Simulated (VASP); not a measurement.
Wanted: the native input for a VASP 6.6.1 run.

```
Task                   : single point
Functional             : PBE
Potentials or basis    : VASP PAW PBE potentials, release 64 (Mg, Te)
Cutoff                 : 520 eV
k mesh                 : 6 × 6 × 4
Occupations            : gaussian, width 0.1 eV
Spin                   : no spin polarisation
Dipole correction      : no
Further INCAR settings : ALGO = Normal; EDIFF = 1e-06; NBANDS = 16
```

The structure of MgTe lies in POSCAR:

```
MgTe
1.0
    4.5902025400      0.0000000000      0.0000000000
   -2.2951012700      3.9752320100      0.0000000000
    0.0000000000      0.0000000000      7.4378057100
Mg Te
2 2
Direct
    0.3333333300      0.6666666700      0.9959911700
    0.6666666700      0.3333333300      0.4959911700
    0.3333333300      0.6666666700      0.3740088300
    0.6666666700      0.3333333300      0.8740088300
```

The cell is a database's computed one.

One way to write it, as run:

INCAR

```
ALGO = Normal ; EDIFF = 1E-6
ENCUT = 520 ; GGA = PE
ISIF = 2 ; ISMEAR = 0
LASPH = True ; LCHARG = False
LREAL = False ; LWAVE = False
NBANDS = 16 ; NELM = 100
PREC = Accurate ; SIGMA = 0.1
```

KPOINTS

```
k-points
0
Gamma
  6 6 4
```

Potentials or basis: VASP PAW PBE potentials, release 64 (Mg, Te).

The run is started by

```sh
$ cat potpaw_PBE.64/Mg/POTCAR potpaw_PBE.64/Te/POTCAR > POTCAR
$ mpirun -np 1 vasp_std > vasp.out
```

Results of the run:

| Item | Value |
| --- | --- |
| Pressure | 0.6 GPa |
| Largest force | 0.021 eV/Å |
| Band gap on the k mesh | 2.41 eV, direct |

Caveat: spin-orbit coupling is left out, which moves the levels of the heavy elements.

Wall time 31 s on 1 thread of Intel(R) Xeon(R) Platinum 8488C (Sapphire Rapids), with other jobs on the host, peak memory 0.25 GiB.
